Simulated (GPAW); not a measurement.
Here is a GPAW 26.7.0 calculation.

run.py

```python
from ase import Atoms
from ase.dft.bandgap import bandgap
from ase.io import write
from ase.units import GPa
from gpaw import GPAW, PW

atoms = Atoms(['Te', 'Cd'],
              cell=[[0.0, 3.205, 3.205],
                    [3.205, 0.0, 3.205],
                    [3.205, 3.205, 0.0]],
              scaled_positions=[[0.75, 0.75, 0.75],
                                [0.0, 0.0, 0.0]],
              pbc=True)

calc = GPAW(mode=PW(450),
            xc='PBE',
            kpts={'size': (6, 6, 6), 'gamma': True},
            occupations={'name': 'fermi-dirac', 'width': 0.05},
            nbands=18,
            maxiter=120,
            txt='gpaw.txt')
atoms.calc = calc
energy = atoms.get_potential_energy()
forces = atoms.get_forces()
stress = atoms.get_stress()
calc.write('gs.gpw')
write('result.traj', atoms)
print(f'Energy: {energy:.6f} eV')
print('Forces (eV/A):')
print(forces.round(4))
print('Stress (GPa):', (stress / GPa).round(3))
print('Fermi level:', round(calc.get_fermi_level(), 4), 'eV')
print(f'Gap: {bandgap(calc)[0]:.4f} eV, direct: {bandgap(calc, direct=True)[0]:.4f} eV')
```

Potentials or basis: GPAW PAW data sets (gpaw-data 1.2.1), pw.

Launch:

```bash
$ OMP_NUM_THREADS=1 python run.py
```

Task: What does it give for the pressure?

Result: 3.2 GPa.

Task: Estimate the band gap on the k mesh.

Result: 0.87 eV, direct.

Caveat: the cutoff is short for stress and forces, so pressures can be off by a GPa or more; spin-orbit coupling is left out, which moves the levels of the heavy elements.

**Experimental background.**

A printed reference work, data compilation reports, for a bulk crystal of CdTe at 0 K: band gap 1.607 eV.

Against the measured gap of CdTe, 1.607 eV (0 K; a printed reference work, data compilation), the calculated 0.87 eV is off by -0.74 eV. Spin-orbit coupling on Cd, Te is left out. The value is that of PBE, without temperature or zero-point motion. Semilocal functionals fall short of measured gaps as a rule.
